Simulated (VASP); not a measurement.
# BN: molecular dynamics at constant energy

BN, P6_3/mmc (no. 194), 8 atoms in the cell. PBE, molecular dynamics; PAW potentials N, B (PBE set).

Ensemble: NVE; Starting temperature (K): 600.

## Input

INCAR:
```
SYSTEM = BN
GGA = PE
PREC = Normal
ENCUT = 400
EDIFF = 1E-6
NELMIN = 4
NELM = 60
ALGO = Normal
LREAL = Auto
LASPH = .True.
ISMEAR = 0
SIGMA = 0.05
ISYM = 0
LWAVE = .False.
LCHARG = .False.
IBRION = 0
NSW = 60
POTIM = 1.0
TEBEG = 600
ISIF = 2
RANDOM_SEED = 793836 0 0
MDALGO = 1
ANDERSEN_PROB = 0.0
KPAR = 2
```

KPOINTS:
```
k-points
0
Gamma
  4 3 2
```

POSCAR:
```
BN
1.0
    2.4982400000      0.0000000000      0.0000000000
    0.0000000000      4.3270786096      0.0000000000
    0.0000000000      0.0000000000      6.6357000000
N B
4 4
Direct
    0.5000000001      0.1666666666      0.2500000000
    0.0000000001      0.6666666666      0.2500000000
    0.0000000000      0.3333333333      0.7500000000
    0.5000000000      0.8333333333      0.7500000000
    0.5000000001      0.1666666666      0.7500000000
    0.0000000001      0.6666666666      0.7500000000
    0.0000000000      0.3333333333      0.2500000000
    0.5000000000      0.8333333333      0.2500000000
```

Commands:
```
cat potpaw_PBE.64/N/POTCAR potpaw_PBE.64/B/POTCAR > POTCAR
mpirun -np 2 vasp_std > vasp.out
```

## Result

- Rise of the mean potential energy above the start (meV/atom): 33.2
- Mean temperature (K): 308
- Electronic steps per ionic step after the first: 4.4

Course of the run:

| Time (fs) | Temperature (K) | Potential energy less the first (meV/atom) |
|---|---|---|
| 1 | 600 | 0.0 |
| 6 | 282 | 36.3 |
| 10 | 197 | 46.0 |
| 15 | 298 | 34.2 |
| 19 | 150 | 51.3 |
| 24 | 371 | 26.0 |
| 28 | 478 | 13.9 |
| 33 | 230 | 42.2 |
| 37 | 258 | 38.9 |
| 42 | 278 | 36.6 |
| 46 | 172 | 48.8 |
| 51 | 395 | 23.3 |
| 55 | 396 | 23.3 |
| 60 | 311 | 33.0 |

The mean temperature lies below the starting 600 K, since the atoms start on their sites and part of their kinetic energy turns into potential energy.

REPORT:
```
MDALGO =   1
         ANDERSEN_PROB =  0.00000000
               SCALING =       0
                 CNEXP =     9.000   14.000
           RANDOM_SEED =            793836                0                0

   original number of atomic DOF:         21
   number of independent constraints:      0
   number of active DOF:                  21

========================================
         MD step No.       1
========================================

  Atomic velocities initialized by STEP_tb

  >Energies
                    E_tot             E_pot             E_kin               EPS                ES
   e_b>   -0.69706466E+02   -0.70249109E+02    0.54264311E+00    0.00000000E+00    0.00000000E+00

  >Temperature
               T_sim     T_inst
   tmprt>    600.000    599.721

  >Thermostat, num. of collisions:                0

           RANDOM_SEED =            793836               96                0

[... steps left out ...]

========================================
         MD step No.      60
========================================

  >Energies
                    E_tot             E_pot             E_kin               EPS                ES
   e_b>   -0.69703977E+02   -0.69985133E+02    0.28115590E+00    0.00000000E+00    0.00000000E+00

  >Temperature
               T_sim     T_inst
   tmprt>    600.000    310.729

  >Thermostat, num. of collisions:                0

           RANDOM_SEED =            793836             2928                0
```

OSZICAR:
```
N       E                     dE             d eps       ncg     rms          rms(c)
DAV:   1     0.122383804664E+03    0.12238E+03   -0.14516E+04   588   0.115E+03
DAV:   2    -0.688722519991E+02   -0.19126E+03   -0.18110E+03   866   0.274E+02
DAV:   3    -0.773043380094E+02   -0.84321E+01   -0.83748E+01   718   0.622E+01
DAV:   4    -0.774132506200E+02   -0.10891E+00   -0.10882E+00   698   0.771E+00
DAV:   5    -0.774153814125E+02   -0.21308E-02   -0.21305E-02   703   0.103E+00    0.160E+01
DAV:   6    -0.710072367860E+02    0.64081E+01   -0.18191E+01   648   0.255E+01    0.750E+00
DAV:   7    -0.704075697216E+02    0.59967E+00   -0.94041E-01   693   0.615E+00    0.455E+00
DAV:   8    -0.702502706255E+02    0.15730E+00   -0.58236E-01   673   0.458E+00    0.492E-01
DAV:   9    -0.702471077423E+02    0.31629E-02   -0.18430E-02   678   0.922E-01    0.247E-01
DAV:  10    -0.702489211960E+02   -0.18135E-02   -0.23542E-03   663   0.326E-01    0.525E-02
DAV:  11    -0.702491313818E+02   -0.21019E-03   -0.51393E-04   673   0.148E-01    0.455E-02
DAV:  12    -0.702491082151E+02    0.23167E-04   -0.12135E-04   698   0.686E-02    0.609E-03
[... left out ...]
     59 T=   312. E= -.69703927E+02 F= -.69986180E+02 E0= -.69986180E+02  EK= 0.28225E+00 SP= 0.00E+00 SK= 0.00E+00
[... last step whole ...]
       N       E                     dE             d eps       ncg     rms          rms(c)
DAV:   1    -0.699850712225E+02    0.11091E-02   -0.63167E-04   752   0.113E+00    0.229E-02
DAV:   2    -0.699851358351E+02   -0.64613E-04   -0.65582E-04   713   0.188E-01    0.164E-02
DAV:   3    -0.699851345483E+02    0.12868E-05   -0.46830E-06   723   0.156E-02    0.120E-02
DAV:   4    -0.699851331302E+02    0.14181E-05   -0.24033E-06   702   0.119E-02    0.509E-03
DAV:   5    -0.699851330211E+02    0.10914E-06   -0.52247E-07   449   0.528E-03
     60 T=   311. E= -.69703977E+02 F= -.69985133E+02 E0= -.69985133E+02  EK= 0.28116E+00 SP= 0.00E+00 SK= 0.00E+00
```

Limits: 60 fs of 8 atoms are too short for converged averages; the cell is only 2.5 Å across, so each atom moves in step with near copies of itself.

VASP 6.6.1 took 186 s on 2 cores (Intel Xeon Platinum 8259CL @ 2.50GHz (Skylake/Cascade Lake)), a shared host.
